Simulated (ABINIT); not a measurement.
HfB2:

```
Hf B
1.0
     3.14000    0.00000    0.00000
    -1.57000    2.71932    0.00000
     0.00000    0.00000    3.48000
Hf B
1 2
Direct
  0.00000 0.00000 0.00000
  0.66667 0.33333 0.50000
  0.33333 0.66667 0.50000
```

Base run:

* Program: ABINIT 10.8.3 (patched build)
* Functional: PBE
* Potentials or basis: JTH PAW PBE v2.0
* Cutoff: 517 eV
* k mesh: 10 × 10 × 8
* Occupations: fermi-dirac, width 0.05 eV
* Spin: no spin polarisation

Its results: band gap on the k mesh none (metal or under the smearing width); pressure 1.2 GPa.

The run is repeated on the same cell with these changes: functional from PBE to SOGGA. What comes out?

Band gap on the k mesh none (metal or under the smearing width); pressure -5.3 GPa.

SOGGA binds more tightly than PBE, so the same cell stands under less pressure.

Caveats: the PAW data sets were made with another functional, which shifts forces and pressure a little (some runs); spin-orbit coupling is left out, which moves the levels of the heavy elements (some runs).
